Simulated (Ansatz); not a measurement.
# PtS2 (model cell, started as rutile): following an unstable mode

Wanted: the energy along a soft mode of PtS2 (model cell, started as rutile) and the structure at the end.

Program: Ansatz 0.2.0. Level of theory: DFT PBE, scalar-relativistic, plane waves, PAW. Results are calculated unless marked as measured.

The structure was built from a prototype and need not be the compound's stable phase.

**1. The starting structure**

The structure is tetragonal, space group P4_2/mnm (No. 136). The conventional cell has a = 5.451 Å, b = 5.451 Å, c = 3.821 Å, α = 90.00°, β = 90.00°, γ = 90.00°. Nearest to Pt lie 6 S at 2.39 to 2.41 Å. Nearest to S lie 3 Pt at 2.39 to 2.41 Å. Farther neighbours and most contacts between anions are not listed.

As a file:

```cif
data_structure
_symmetry_space_group_name_H-M 'P4_2/mnm'
_symmetry_Int_Tables_number 136
_cell_length_a 5.4510
_cell_length_b 5.4510
_cell_length_c 3.8209
_cell_angle_alpha 90.000
_cell_angle_beta 90.000
_cell_angle_gamma 90.000
_cell_volume 113.53
loop_
_atom_site_label
_atom_site_type_symbol
_atom_site_symmetry_multiplicity
_atom_site_Wyckoff_symbol
_atom_site_fract_x
_atom_site_fract_y
_atom_site_fract_z
_atom_site_occupancy
Pt1 Pt 2 a 0.00000 0.00000 0.00000 1
S1 S 4 f 0.30997 0.30997 0.00000 1
```

**2. Phonons on a q mesh**

The cell comes from relaxations at this level that are not shown. The mesh has a single point along some directions, so zone-edge points there are not solved. Linear response on a 1×1×2 q mesh gives force constants as far as a supercell of that size would.

File input.yaml:

```yaml
crystal:
  lattice:
    - [5.4509941254, 0.0, 0.0]
    - [0.0, 5.4509941254, 0.0]
    - [0.0, 0.0, 3.8209341452]
  atoms:
    - { symbol: Pt, position: [0.0, 0.0, 0.0] }
    - { symbol: Pt, position: [0.5, 0.5, 0.5] }
    - { symbol: S, position: [0.309970807, 0.309970807, 0.0] }
    - { symbol: S, position: [0.690029193, 0.690029193, 0.0] }
    - { symbol: S, position: [0.809970807, 0.190029193, 0.5] }
    - { symbol: S, position: [0.190029193, 0.809970807, 0.5] }
kpoints:
  mp_grid: { grid: [6, 6, 8] }
hamiltonian:
  xc: pbe
scf:
  occupations: { method: methfessel_paxton, width: 0.15 }
output:
  eigenvalues: true
phonons:
  method: dfpt
  qmesh: [1, 1, 2]
  temperatures: { t_max: 1000, t_step: 50 }
  qpath:
    path:
      - [[0.0, 0.0, 0.0], [0.0, 0.5, 0.0], [0.5, 0.5, 0.0], [0.0, 0.0, 0.0], [0.0, 0.0, 0.5], [0.0, 0.5, 0.5], [0.5, 0.5, 0.5], [0.0, 0.0, 0.5]]
      - [[0.0, 0.5, 0.0], [0.0, 0.5, 0.5]]
      - [[0.5, 0.5, 0.0], [0.5, 0.5, 0.5]]
    npoints: 10
```

Launch:

```
ansatz run input.yaml --threads 8 --pin off --max-ram 14336MiB --backend cpu --events-out ev --progress --plain --runs-dir out
```

Numbers of over 12 decimals in the logs are rounded to 6 here.

What it wrote:

```text
Engine: ansatz 0.2.0, aarch64-unknown-linux-gnu
Pseudopotentials: kind: paw
Pseudopotential: Pt, paw, valence charge 18, recommended cutoff 420 eV (normal), Pt.paw.azcp
Pseudopotential: S, paw, valence charge 6, recommended cutoff 420 eV (normal), S.paw.azcp
Functional definition: PBE
  parameter kappa = 0.804
  parameter beta = 0.066725
  exchange = pbe_x(kappa = kappa, mu = beta*pi^2/3)
  correlation = pbe_c(beta = beta)
Crystal: 6 atoms, lattice volume = 113.533 Å³
Basis set: ecut = 420 eV, 2217 PW (Γ), exchange–correlation on 80×80×60 points (8 copies of the dense FFT grid, shifted against one another)
Bands: 36, of which v1, the nominal top of the filled ones, is band 30 counted from 1 (29 counted from 0)
Symmetry: 16 space group operations
k-points: 50 of 288
Non-local potential: Pt, projectors of the file, l = 0: 3, l = 1: 2, l = 2: 2, l = 3: 1
Non-local potential: S, projectors of the file, l = 0: 2, l = 1: 2, l = 2: 2
PAW form: soft (Blöchl's): semilocal exchange-correlation on the pseudo side does not see the compensation charge
PAW one-centre angular grid: Pt, 590 points (default); XC on 64 Gauss nodes
PAW one-centre angular grid: S, 110 points (default); XC on 64 Gauss nodes
Initial density: superposition of atomic densities (neutral atoms: chi_scale 0, normalization atom), corrected by the library's trained network
Initial wavefunctions: pseudopotential atomic-orbital guess
Functional: x = pbe(κ = 0.804, μ = 0.219515), c = pbe(β = 0.066725)
SCF iter   1: F=—  HF=-28654.455468 eV  |F-HF|=—  |Δ(HF+E_count)|=         —  Δρ=5.54e-3  dr2=3.38e-2  ethr=1.77e-3  ⟨swp⟩=6.0  Hψ=7249  notcnv=0
preconditioner: auto → Kerker (q_TF=auto, 2.453 Å⁻¹)  [metal: Δε(μ)=0.030 eV  Ē_g=8.277 eV  σ=0.150 eV  W_gap=0.17  n_scr=30 (ndim 8)  ℏωp=23.1 eV  f_vac=0.000  D(μ)=7.09/eV (n_scr^D=68)]
SCF iter   2: F=—  HF=-28654.451800 eV  |F-HF|=—  |Δ(HF+E_count)|=   3.67e-3  S|Δr|=    0.00e0  Δρ=2.78e-3  dr2=9.90e-3  ethr=5.63e-5  ⟨swp⟩=1.4  Hψ=2304  notcnv=0
SCF iter   3: F=—  HF=-28654.450332 eV  |F-HF|=—  |Δ(HF+E_count)|=   1.47e-3  S|Δr|=    0.00e0  Δρ=4.61e-4  dr2=1.62e-4  ethr=1.65e-5  ⟨swp⟩=2.6  Hψ=2799  notcnv=0
SCF iter   4: F=—  HF=-28654.450355 eV  |F-HF|=—  |Δ(HF+E_count)|=   2.32e-5  S|Δr|=    0.00e0  Δρ=1.17e-4  dr2=2.61e-5  ethr=2.71e-7  ⟨swp⟩=2.2  Hψ=2883  notcnv=0
SCF iter   5: F=—  HF=-28654.450361 eV  |F-HF|=—  |Δ(HF+E_count)|=   5.55e-6  S|Δr|=    0.00e0  Δρ=3.38e-5  dr2=2.09e-6  ethr=4.36e-8  ⟨swp⟩=2.3  Hψ=2597  notcnv=0
SCF iter   6: F=—  HF=-28654.450364 eV  |F-HF|=—  |Δ(HF+E_count)|=   2.89e-6  S|Δr|=    0.00e0  Δρ=1.11e-5  dr2=1.99e-7  ethr=3.48e-9  ⟨swp⟩=2.0  Hψ=2739  notcnv=0
SCF iter   7: F=—  HF=-28654.450364 eV  |F-HF|=—  |Δ(HF+E_count)|=   1.74e-7  S|Δr|=    0.00e0  Δρ=2.77e-6  dr2=1.10e-8  ethr=3.32e-10  ⟨swp⟩=2.0  Hψ=2851  notcnv=0
SCF iter   8: F=—  HF=-28654.450364 eV  |F-HF|=—  |Δ(HF+E_count)|=   7.13e-9  S|Δr|=    0.00e0  Δρ=6.23e-7  dr2=5.48e-10  ethr=1.83e-11  ⟨swp⟩=2.0  Hψ=2862  notcnv=0
SCF iter   9: F=—  HF=-28654.450364 eV  |F-HF|=—  |Δ(HF+E_count)|=  4.11e-10  S|Δr|=    0.00e0  Δρ=1.47e-7  dr2=2.45e-11  ethr=1.00e-12  ⟨swp⟩=2.0  Hψ=2753  notcnv=0
SCF iter  10: F=-28654.450364 eV  HF=-28654.450364 eV  |F-HF|=1.46e-11  |Δ(HF+E_count)|=  2.18e-11  S|Δr|=    0.00e0  Δρ=3.41e-8  dr2=1.09e-12  ethr=1.00e-12  ⟨swp⟩=7.4  Hψ=8243  notcnv=0
SCF 1 converged in 10 iterations: F = -28654.450364 eV  dr2 = 1.09e-12
  greatest PAW one-centre occupation: 1.000 electrons in one spin orbital (limit 2), on the Pt atom at site 1 (counted from 0), in its partial waves of l = 0
phonons: the bands overlap, so this run is a metal and interpolates without the dipole-dipole term. If the crystal is really an insulator or semiconductor, its LO-TO splitting is missing
NSCF: frozen V_eff on 50 k-points
NSCF: frozen V_eff on 100 k-points
DFPT response loops at q = (0, 0, 0) (fractional): preconditioner auto → Kerker (q_TF=auto, 2.453 Å⁻¹) (partly filled bands, converged f_vac=0.000); β = 1.00, the filter's whole step (`scf.mixing.beta` (0.50) is not read by the response loops under this deck's `scf.mixing.preconditioner`; to damp them name `kerker` or `kerker_dos`, under which they read `scf.mixing.beta`, and type it under 1.00, their step now; both keys bind the ground state too); Broyden in place of MSR1
NSCF: frozen V_eff on 200 k-points
DFPT response loops at q = (0, 0, -0.5) (fractional): mixed as the last ones told, above
SCF converged after 10 iterations
Stability not checked: this state was not tested for a lower state beside it, because cold or Methfessel-Paxton smearing, or corrected tetrahedra, fill the levels in a way that the test cannot read (fill_not_monotonic; see scf.lower_state_search)
Free energy (F): -28654.450364 eV
Harris-Foulkes:  -28654.450364 eV  (|F-HF|=1.46e-11)
Internal energy: -28654.447980 eV  (E = F + TS)
E sigma→0 (E₀):  -28654.449768 eV
Entropy (-TS):   -0.002384 eV (-0.397 meV/atom)
Fermi energy:    10.089610 eV
--- Per-component energies (eV) ---
  E_band       = -669.714143
  E_kinetic    = 1696.922119
  E_local      = -5720.392963  (includes V_loc(G=0)·N_el)
  E_nonlocal   = 511.457586
  E_hartree    = 2194.929735
  E_xc         = -909.613237
  E_vxc        = -952.414088  (∫ρ·V_xc dr)
  E_paw        = -21307.796370  (= ΣΔE_a)
  E_vpaw       = -595.146665  (= ΣTr[D̂ρ^β])
  E_aug_tail   = 0.000395  (compensation charges beyond the density's cutoff)
  E_ewald      = -5119.955244
  E_smearing   = -0.002384  (= −TS)
  E_closure    = -0.000000  (closes the sum)
  Σ components = -28654.450364   (vs F -28654.450364, Δ=0.00e0)
--- Band table (eV; the first three rows and the last of 50) ---
  k-point 0: bands = [... 26 lower, 8.8003, 9.7020, 9.9471, 9.9471, 10.3332, 12.6829, 12.6829, 12.8956, ... 2 higher]
  k-point 1: bands = [... 26 lower, 9.2762, 9.6518, 9.9455, 9.9455, 10.1106, 12.1579, 12.1579, 12.5222, ... 2 higher]
  k-point 2: bands = [... 26 lower, 9.5150, 9.6391, 9.8907, 9.8907, 9.9790, 11.5188, 11.5188, 11.6361, ... 2 higher]
  k-point 49: bands = [... 26 lower, 9.6864, 9.6864, 9.7711, 9.7711, 11.1804, 11.1804, 11.2333, 11.2333, ... 2 higher]
--- Phonons (Γ-DFPT): 4 representative perturbations + reference (Σ response iterations 12) ---
  ASR residual: 2.038e-5 → 0.000e0 eV/Å²; symmetrization residual: 1.374e-5 eV/Å²
  ASR residual per site (eV/Å²): 2.04e-5 2.04e-5 1.76e-5 1.76e-5 1.76e-5 1.76e-5
  Γ frequencies (cm⁻¹): -158.68 -154.07 -151.42 -151.42 0.00 0.00 0.00 92.85 114.10 114.10 280.32 280.32 323.53 333.33 333.33 338.45 355.62 394.93
--- Phonons (arbitrary-q DFPT): 2 irreducible q on the 1×1×2 mesh ---
  q = [0.0000, 0.0000, 0.0000] (star 1, of the zone-centre solve; hermiticity 1.75e-6, symmetrization 2.50e-13): -158.68 -154.07 -151.42 -151.42 -0.00 -0.00 0.00 92.85 114.10 114.10 280.32 280.32 323.53 333.33 333.33 338.45 355.62 394.93
  q = [0.0000, 0.0000, -0.5000] (star 1, 4 solved perturbations in 330 linear systems a pass and spin channel, the states on 100 of 288 k-point pairs; hermiticity 1.72e-6, symmetrization 2.36e-13): -139.84 -139.84 -134.22 -134.22 80.04 80.04 102.43 102.43 150.60 150.60 279.40 279.40 311.75 311.75 313.93 313.93 381.59 381.59
  sum rule: each row above includes the acoustic sum rule's correction from the zone centre's row sums; it moved no ω² by more than (0.39 cm⁻¹)²
  mesh force constants: q→R imaginary residual 0.00e0; ASR residual 2.038e-5 → 0.000e0 eV/Å²; symmetrization residual 1.776e-14 eV/Å²
  interpolated dispersion: 93 rows × 18 modes
  density of states and harmonic sums: on the 12×12×16 q-mesh, interpolated from the force constants of a 1×1×2 supercell (no non-analytic term)
  largest difference from the sums on the solved wave vectors: F 3.45e-1 eV, S 4.74e-4 and C_V 1.29e-4 eV/K
  zero-point energy: 0.196409 eV/cell   skipped modes (ω ≤ 0): 1011, of them read as no rigid motion or as one in doubt: 1008 (4.000e0 modes/cell left out, lowest -159.65 cm⁻¹)   left out of the sums: 2.22e-1 of the cell's modes: C_V's classical limit lies that fraction below 3 k_B per atom; for a crystal, a wire or a layer, F and S can be off by more, and a phonons.interpolated_qmesh denser along its periods is the remedy for the sampling
```

Elapsed: 38 s, on 8 threads of Arm Neoverse V2, shared host; peak memory 1.4 GiB; 4.7 min of CPU time.

This step gave:

```
volume per atom                                               : 18.92 Å³
gap on the k-mesh                                             : 0 eV
sum-rule residual before enforcement                          : 2.04e-5 eV/Å²
point group                                                   : 4/mmm
highest optical mode at the zone centre (no LO-TO term)       : 394.9 cm⁻¹
lowest optical zone-centre mode                               : -158.7 cm⁻¹
lowest mode on the q mesh (acoustic modes at Γ apart)         : -158.7 cm⁻¹
highest frequency at a solved wavevector (no LO-TO term at Γ) : 394.9 cm⁻¹
```

Frequencies (cm⁻¹) solved at each irreducible wavevector; negative means imaginary. Frequencies by wavevector, by row:

```tsv
q in reciprocal lattice units	star	mode 1	mode 2	mode 3	mode 4	mode 16	mode 17	mode 18
0 0 0	1	-158.7	-154.1	-151.4	-151.4	338.4	355.6	394.9
0 0 -0.5	1	-139.8	-139.8	-134.2	-134.2	313.9	381.6	381.6
```

Symmetry leaves 2 wavevectors to solve. The lowest mode among them, the acoustic zeros apart, lies at Γ and is imaginary, 158.7i cm⁻¹, so the energy falls along it.

**3. The mode frozen in, largest atomic shift 0 Å**

The mode followed lies at Γ with frequency 158.7i cm⁻¹, the softest among the wavevectors solved. At small amplitude the distorted cell has space group no. 58 by a symmetry search on the positions. The undistorted cell that holds it gives the zero of energy on the same k mesh.

input.yaml, the sections that differ from step 2:

```yaml
output:
  forces: true
  stress: true
  eigenvalues: true
# crystal, kpoints, hamiltonian, scf: as in step 2
# phonons: removed
```

What it wrote:

```text
[...]
Crystal: 6 atoms, lattice volume = 113.533 Å³
Basis set: ecut = 420 eV, 2217 PW (Γ), exchange–correlation on 80×80×54 points (8 copies of the dense FFT grid, shifted against one another)
Bands: 36, of which v1, the nominal top of the filled ones, is band 30 counted from 1 (29 counted from 0)
Symmetry: 16 space group operations
[...]
k-points: 50 of 288
[...]
k-point 0: bands = [... 26 lower, 8.8003, 9.7020, 9.9471, 9.9471, 10.3332, 12.6829, 12.6829, 12.8956, ... 2 higher]
  k-point 1: bands = [... 26 lower, 9.2761, 9.6518, 9.9455, 9.9455, 10.1106, 12.1579, 12.1579, 12.5221, ... 2 higher]
  k-point 2: bands = [... 26 lower, 9.5150, 9.6390, 9.8906, 9.8906, 9.9790, 11.5187, 11.5187, 11.6361, ... 2 higher]
  k-point 49: bands = [... 26 lower, 9.6864, 9.6864, 9.7711, 9.7711, 11.1804, 11.1804, 11.2333, 11.2333, ... 2 higher]
[key lines of the parts left out:]
SCF converged after 7 iterations
Free energy (F): -28654.450364 eV
Fermi energy:    10.089593 eV
P = ⅓ Tr σ = 0.0029 GPa (0.029 kbar)
```

The job ended after 1.3 s (8 threads; peak memory 0.58 GiB; 8.9 s of CPU time).

This step gave:

```
pressure                         : 0.002893 GPa
energy from the undistorted cell : 0 meV/atom
```

The run ends at a pressure of 0.00 GPa, with forces up to 0.0010 eV/Å.

**4. The mode frozen in, largest atomic shift 0.45 Å**

The atoms are moved along the unstable eigenvector, the largest shift by 0.45 Å, with the cell fixed.

input.yaml, the sections that differ from step 3:

```yaml
crystal:
  lattice:
    - [5.4509941254, 0.0, 0.0]
    - [0.0, 5.4509941254, 0.0]
    - [0.0, 0.0, 3.8209341452]
  atoms:
    - { symbol: Pt, position: [0.0, 0.0, 0.0] }
    - { symbol: Pt, position: [0.5, 0.5, 0.5] }
    - { symbol: S, position: [0.3683451226, 0.2515964914, 0.0] }
    - { symbol: S, position: [0.6316548774, 0.7484035086, 0.0] }
    - { symbol: S, position: [0.8683451226, 0.2484035086, 0.5] }
    - { symbol: S, position: [0.1316548774, 0.7515964914, 0.5] }
# kpoints, hamiltonian, scf, output: as in step 3
```

What it wrote:

```text
[...]
Crystal: 6 atoms, lattice volume = 113.533 Å³
Basis set: ecut = 420 eV, 2217 PW (Γ), exchange–correlation on 80×80×54 points (8 copies of the dense FFT grid, shifted against one another)
Bands: 36, of which v1, the nominal top of the filled ones, is band 30 counted from 1 (29 counted from 0)
Symmetry: 8 space group operations
[...]
k-points: 80 of 288
[...]
k-point 0: bands = [... 26 lower, 8.9038, 9.1262, 10.1163, 10.1649, 10.2367, 12.4947, 12.6248, 13.0318, ... 2 higher]
  k-point 1: bands = [... 26 lower, 8.6910, 9.2003, 10.2008, 10.2151, 10.2411, 11.9796, 12.2163, 12.6369, ... 2 higher]
  k-point 2: bands = [... 26 lower, 8.9178, 8.9446, 9.9481, 10.3751, 10.4619, 11.5015, 11.5532, 11.7841, ... 2 higher]
  k-point 79: bands = [... 26 lower, 9.3660, 9.3660, 9.6701, 9.6701, 11.2231, 11.2231, 11.6576, 11.6576, ... 2 higher]
[key lines of the parts left out:]
SCF converged after 6 iterations
Free energy (F): -28655.002253 eV
Fermi energy:    10.349598 eV
P = ⅓ Tr σ = -4.0341 GPa (-40.341 kbar)
```

Wall time 1.8 s (8 threads); peak memory 0.63 GiB; 13 s of CPU time.

Numbers from this step:

```yaml
pressure: -4.034 GPa
energy_from_the_undistorted_cell: -92.10 meV/atom
```

The energy, extrapolated to zero smearing, is -92.10 meV/atom against the undistorted cell.

The run ends at a pressure of -4.03 GPa, with forces up to 0.20 eV/Å.

**5. Energy along the mode, all amplitudes (two of the runs are shown above)**

An imaginary frequency means negative curvature, so the energy should fall and then rise again as anharmonic terms take over.

Numbers from this step:

| Quantity | Value |
| --- | --- |
| depth at the lowest point sampled | 92.10 meV/atom |
| largest atomic shift at that point | 0.45 Å |

Energy from the parent against largest atomic shift:

```tsv
largest atomic shift (Å)	energy from the parent (meV/atom)
0.000	0
0.040	-1.56
0.080	-6.18
0.140	-18.4
0.220	-41.1
0.320	-70.3
0.450	-92.1
0.600	-72.9
```

Displacement at unit largest shift by atom:

```tsv
atom	x (Å)	y (Å)	z (Å)	size
Pt1	0.000	0.000	0.000	0.000
Pt2	0.000	0.000	0.000	0.000
S3	0.707	-0.707	0.000	1.000
S4	-0.707	0.707	0.000	1.000
S5	0.707	0.707	0.000	1.000
S6	-0.707	-0.707	0.000	1.000
```

The lowest of the steps tried is at 0.45 Å, 92.1 meV/atom below the parent; the bottom of the well need not coincide with a step.

(Part 1 of 2 ends here.)

[Logs are printed without paths, hosts, clocks, repeated set-up lines and the standing remarks that a program may print on its own settings, such as how far it seeks lower states.]

[Hosts, paths, dates, database ids (printed as entryN), source tags and the programs' standing remarks are cut or masked in the printed files.]
